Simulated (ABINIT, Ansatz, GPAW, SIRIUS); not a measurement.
In: programs and potentials compared

```xyz
1
Lattice="-1.8825 1.8825 1.8825 1.8825 -1.8825 1.8825 1.8825 1.8825 -1.8825" Properties=species:S:1:pos:R:3 pbc="T T T"
In    0.0000    0.0000    0.0000
```

This isn't the form of In at room conditions, which is tetragonal.

Alike in all runs: task single point; functional PBEsol; k mesh 10 × 10 × 10; occupations fermi-dirac, width 0.05 eV; no spin polarisation; no spin-orbit coupling. Pressure is positive in compression and, in plane waves, holds the error of the finite cutoff.

```csv
program and potentials,plane-wave cutoff (eV),notes,band gap (eV),pressure (GPa)
"SIRIUS, PseudoDojo 0.4.1 PBEsol standard (scalar relativistic)",960,-,no gap,-1.31
"GPAW, PAW data sets generated for this functional",600,-,no gap,-1.66
"ABINIT, PseudoDojo NC SR PBEsol v0.4.1 standard",952,-,no gap,-1.31
"Ansatz, all-electron LAPW, scalar-relativistic",-,-,no gap,-1.33
```

None finds a gap. The pressure spans -1.66 (GPAW, PAW data sets generated for this functional) to -1.31 GPa (SIRIUS, PseudoDojo 0.4.1 PBEsol standard (scalar relativistic)), with all-electron results at -1.33.

Differences between rows come from potentials, basis sets and numerical settings, since the functional is the same but for its coding. Runs on potential files found faulty are left out.
